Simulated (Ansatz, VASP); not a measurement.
**Two plane-wave programs on B**

The input INCAR:

```
PREC = Accurate ; ENCUT = 520
EDIFF = 1E-6 ; ISMEAR = 0
SIGMA = 0.1 ; LREAL = False
LASPH = True ; NELM = 100
ALGO = Normal ; ISIF = 2
LWAVE = False ; LCHARG = False
LDIPOL = True ; IDIPOL = 3
DIPOL = 0.5 0.5 0.500 ; GGA = PE
NBANDS = 10
```

File KPOINTS:

```
Automatic mesh
0
Gamma
  8 8 1
```

File POSCAR:

```
B
1.0
    2.1303890000      0.0000000000      0.0000000000
    0.0000000000      2.1303890000      0.0000000000
    0.0000000000      0.0000000000     16.0000000000
B
2
Direct
    0.5000000000      0.5000000000      0.4480562500
    0.5000000000      0.5000000000      0.5519437500
```

Input for Ansatz:

```yaml
crystal:
  lattice:
    - [2.130389, 0.0, 0.0]
    - [0.0, 2.130389, 0.0]
    - [0.0, 0.0, 16.0]
  atoms:
    - { symbol: B, position: [0.5, 0.5, 0.44805625] }
    - { symbol: B, position: [0.5, 0.5, 0.55194375] }
  periodic: [true, true, false]
basis:
  ecutwfc: 420
kpoints:
  mp_grid: { grid: [8, 8, 1] }
hamiltonian:
  xc: pbe
scf:
  occupations: { method: gaussian, width: 0.1 }
  lower_state_search: "off"
output:
  forces: true
  stress: true
  eigenvalues: true
```

Alike in both runs: task single point; functional PBE; k mesh 8 × 8 × 1; occupations gaussian, width 0.1 eV; no spin polarisation.

|  | VASP | Ansatz |
| --- | --- | --- |
| version | VASP 6.6.1 | Ansatz 0.2.0 |
| potentials or method | VASP PAW PBE potentials, release 64 (B) | scalar-relativistic, plane waves, PAW |
| plane-wave cutoff (eV) | 520 | 420 |
| valence electrons in the cell | 6 | 6 |

```csv
,VASP,Ansatz,Ansatz less VASP
gap on the k mesh at the Fermi level (eV),none,none,-
rms of the force components (eV/Å),0.668,0.659,-0.0093
```

Atom by atom the forces differ by 0.009 eV/Å (rms over components). A gap of «none» marks a metal or a gap that the smearing closes. Ansatz warned: «slab_cell_height_set».

Caveats: the k mesh is coarse (spacing up to 0.37 Å⁻¹), so the values aren't converged.
